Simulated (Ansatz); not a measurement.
Input of an Ansatz 0.2.0 run:

Contents of input.yaml:

```yaml
crystal:
  lattice:
    - [-1.8921, 1.8921, 4.7573]
    - [1.8921, -1.8921, 4.7573]
    - [1.8921, 1.8921, -4.7573]
  atoms:
    - { symbol: Ti, position: [0.75, 0.25, 0.5] }
    - { symbol: Ti, position: [0.0, 0.0, 0.0] }
    - { symbol: O, position: [0.7919, 0.7919, 0.0] }
    - { symbol: O, position: [0.5419, 0.0419, 0.5] }
    - { symbol: O, position: [0.9581, 0.4581, 0.5] }
    - { symbol: O, position: [0.2081, 0.2081, 0.0] }
hamiltonian:
  xc: pbe
  pseudopotentials: { kind: paw }
  hubbard: { sites: [{ species: Ti, l: d, u_eff: 8.0 }] }
kpoints:
  mp_grid: { grid: [10, 10, 10] }
scf:
  occupations: { method: fermi_dirac, width: 0.05 }
  n_extra_bands: 15
output:
  forces: true
  stress: true
  eigenvalues: true
  dos: { projected: true, de: 0.05, nscf_kmesh: { grid: [15, 15, 15] } }
```

Potentials or basis: Ansatz PAW.

Command:

```console
$ ansatz run input.yaml --threads 2 --pin off --max-ram 5632MiB --backend cpu --events-out ev --progress --plain --runs-dir out
```

(1) Predict the largest force.

(2) Estimate the band gap on the k mesh.

(3) Predict the pressure.

Answers

(1) 0.041 eV/Å.

(2) 3.36 eV, indirect (least direct gap 3.75 eV).

(3) 12.7 GPa.

Caveat: the pressure holds a Pulay correction of +0.7 GPa for the finite cutoff; the density of states is complete only up to the lowest level of the last band computed.
